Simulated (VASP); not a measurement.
# K: single point with PBE

K:

```xyz
1
Lattice="0.0000 2.9553 2.9553 2.9553 0.0000 2.9553 2.9553 2.9553 0.0000" Properties=species:S:1:pos:R:3 pbc="T T T"
K     0.0000    0.0000    0.0000
```

This isn't the form of K at room conditions, which is bcc.

```yaml
Program: VASP 6.6.1
Task: single point
Functional: PBE
Potentials_or_basis: VASP PAW PBE potentials, release 64 (K_sv)
Cutoff: 520 eV
k_mesh: 11 × 11 × 11
Occupations: fermi-dirac, width 0.05 eV
Spin: no spin polarisation
```

* Pressure: 2.5 GPa
* Band gap on the k mesh: none (metal or under the smearing width)

Levels at points of the mesh, in eV from the Fermi level:
```csv
k point,band 3,band 4,band 5,band 6,band 7,band 8
"(0.00, 0.00, 0.00)",-15.45,-15.45,-2.74,4.44,4.44,4.44
```

Run time: 8.5 s on 1 thread of Intel(R) Xeon(R) 6975P-C (Granite Rapids) (shared host), peak memory 0.18 GiB.
